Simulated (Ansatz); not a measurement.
## ⁹¹Zr NMR of the central transition in Zr3N4 at a changed volume

Cell: an entry of the Crystallography Open Database (COD), relaxed with PBE at fixed cell and then changed (volume scaled by 0.94, ions relaxed).

Space group I-43d (No. 220); a = 6.6024 Å.

```
site  Wyckoff  site symmetry       x       y       z
  Zr      12a           -4..  0.3750  0.0000  0.2500
   N      16c            .3.  0.0736  0.0736  0.0736
```

One atom of each set is listed; the run and its k-mesh use a cell of 14 atoms with edges of 5.72, 5.72, 5.72 Å.

Method: Kohn–Sham DFT in Ansatz, PBE, plane waves and PAW, scalar-relativistic, 420 eV cutoff, Γ-centred 6×6×6 k-points, Fermi–Dirac smearing 0.02 eV.

⁹¹Zr has I = 5/2 and Q = -176.0 mb (Pyykkö 2018); at 16.4 T its Larmor frequency is ν₀ = 65.2 MHz. Only the quadrupole interaction is simulated: positions count from each site's isotropic chemical shift, and shift anisotropy, dipolar and J coupling are left out.

Simulated pattern of one Zr site (static powder, Gaussian broadening 10 kHz):

(offset (kHz), height): (-263.4, 0), (-245.1, 90), (-226.8, 100), (-208.5, 64), (-190.2, 52), (-171.9, 45), (-153.6, 41), (-135.3, 39), (-117.0, 36), (-98.7, 35), (-80.4, 34), (-62.1, 34), (-43.8, 33), (-25.6, 33), (-7.3, 32), (11.0, 26), (29.3, 27), (47.6, 29), (65.9, 32), (84.2, 37), (102.5, 45), (120.8, 71), (139.1, 64), (157.4, 0)

(1) Which |C_Q| and η does the pattern imply?

## Answers

(1) The pattern spans 379 kHz before broadening and its centre of gravity is at -72.7 kHz, which fixes P_Q; the places of the horns and steps fix η. That gives P_Q = 28.1 MHz, |C_Q| = 28.1 MHz and η = 0.00. The sign of C_Q can't be read from the pattern.

An axis of threefold or higher order runs through Zr, so V_zz lies along it and η is zero.

Without spin–orbit coupling (the program notes it for Zr) the gradients can shift somewhat, as the gap is small. At this changed cell the PBE pressure is 21 GPa.

The relaxation (4 steps) took 19 s of wall time (66 s of CPU time) and 0.73 GiB at its peak, on 4 threads of Intel Xeon Platinum 8259CL CPU @ 2.50GHz (Skylake/Cascade Lake) (x86_64; 16 cores open to the job, memory cap 8.0 GiB, no GPU), a shared host with a load of 0.6 a core.
